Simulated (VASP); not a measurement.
Input of a VASP 6.6.1 run:

File INCAR:

```
PREC = Accurate
ENCUT = 600
EDIFF = 1E-7
ISMEAR = 0
SIGMA = 0.1
LREAL = F
LASPH = T
NELM = 80
ALGO = Normal
ISIF = 3
LWAVE = F
LCHARG = F
GGA = RP
IBRION = 2
NSW = 90
EDIFFG = -0.005
```

File KPOINTS:

```
regular mesh
0
Gamma
  18 18 10
```

File POSCAR:

```
TiAl
1.0
    2.8672622300      0.0000000000      0.0000000000
   -1.4336311200      2.4831219300      0.0000000000
    0.0000000000      0.0000000000      4.6780830000
Ti Al
1 1
Direct
    0.0000000000      0.0000000000      0.0000000000
    0.3333333300      0.6666666700      0.5000000000
```

Potentials or basis: VASP PAW PBE potentials, release 64 (Ti_sv, Al).

Run with:

```console
$ cat potpaw_PBE.64/Ti_sv/POTCAR potpaw_PBE.64/Al/POTCAR > POTCAR
$ mpirun -np 1 vasp_std > vasp.out
```

Q: What does it give for the space group after relaxing (to 0.05 Å)?

A: P-6m2 (No. 187).

Q: Estimate the relaxed cell.

A: a = 2.905 Å, b = 2.905 Å, c = 4.676 Å, α = 90.00°, β = 90.00°, γ = 120.00°.

Q: Estimate the band gap on the k mesh.

A: None (metal or under the smearing width).

Step by step:
```tsv
step	energy change (eV)	largest force (eV/Å)	pressure (GPa)	volume (Å³)
1	0.0000	0.0000	2.61	33.31
2	-0.0059	0.0000	-1.36	34.63
3	-0.0075	0.0000	-0.14	34.19
4	-0.0082	0.0000	-0.03	34.18
5	-0.0083	0.0000	0.02	34.17
```

Caveat: the PAW data sets were made with another functional, which shifts forces and pressure a little.
